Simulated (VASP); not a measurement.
Crystal: TiTe2.

```
Te Ti
1.0
     3.77700    0.00000    0.00000
    -1.88850    3.27098    0.00000
     0.00000    0.00000    6.49800
Te Ti
2 1
Direct
  0.33333 0.66667 0.73720
  0.66667 0.33333 0.26280
  0.00000 0.00000 0.00000
```

* Program: VASP 6.6.1
* Task: single point
* Functional: PBE
* Potentials or basis: VASP PAW PBE potentials, release 64 (Te, Ti_sv)
* Cutoff: 520 eV
* k mesh: 8 × 8 × 4
* Occupations: fermi-dirac, width 0.05 eV
* Spin: no spin polarisation

On this cell: pressure 0.9 GPa; largest force 0.022 eV/Å; band gap on the k mesh none (metal or under the smearing width).

The same run follows on a disturbed copy (atoms moved at random, drawn with an rms of 0.05 Å):

```
CELL_PARAMETERS angstrom
3.77700 0.00000 0.00000
-1.88850 3.27098 0.00000
0.00000 0.00000 6.49800
ATOMIC_POSITIONS crystal
Te 0.33883 0.66074 0.74191
Te 0.66739 0.33800 0.26724
Ti 0.99875 0.99981 0.00240
```

Q: What changes?

A: The energy (extrapolated to zero smearing) moves by +1.6 meV/atom; pressure 1.0 GPa; largest force 0.193 eV/Å; band gap on the k mesh none (metal or under the smearing width).

Forces on the atoms (eV/Å):
```
Te  -0.130  0.083 -0.116
Te   0.043 -0.073 -0.047
Ti   0.087 -0.009  0.163
```

Stress tensor (GPa, compression positive):
```
 0.59  0.18  0.50
 0.18  0.91 -0.46
 0.50 -0.46  1.36
```

Caveats: this functional lacks dispersion, which binds the layers, so the pressure and a relaxed spacing across them are unreliable (some runs).
